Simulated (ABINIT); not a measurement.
Si2Ni in ABINIT: the effect of functional

The system is Si2Ni.

```
Ni Si
1.0
     0.00000    2.70300    2.70300
     2.70300    0.00000    2.70300
     2.70300    2.70300    0.00000
Ni Si
1 2
Cartesian
  0.0000 0.0000 0.0000
  4.0545 4.0545 4.0545
  1.3515 1.3515 1.3515
```

Alike in all runs:

* Program: ABINIT 10.8.3 (patched build)
* Task: single point
* Potentials or basis: JTH PAW PBE v2.0
* Cutoff: 1333 eV
* k mesh: 7 × 7 × 7
* Occupations: fermi-dirac, width 0.05 eV
* Spin: collinear spin, ferromagnetic start
* Starting moments: [1.0, 0.0, 0.0] μB

```csv
functional,pressure (GPa)
PBE,3.2
LDA,-4.5
PBEsol,-1.5
RPBE,5.8
BLYP,?
AM05,-2.5
```

Question: What does the run with functional BLYP give?

Answer: Pressure 10.8 GPa.

Caveats: small starting moments can end in a higher magnetic state in this program; the PAW data sets were made with another functional, which shifts forces and pressure a little (some runs).
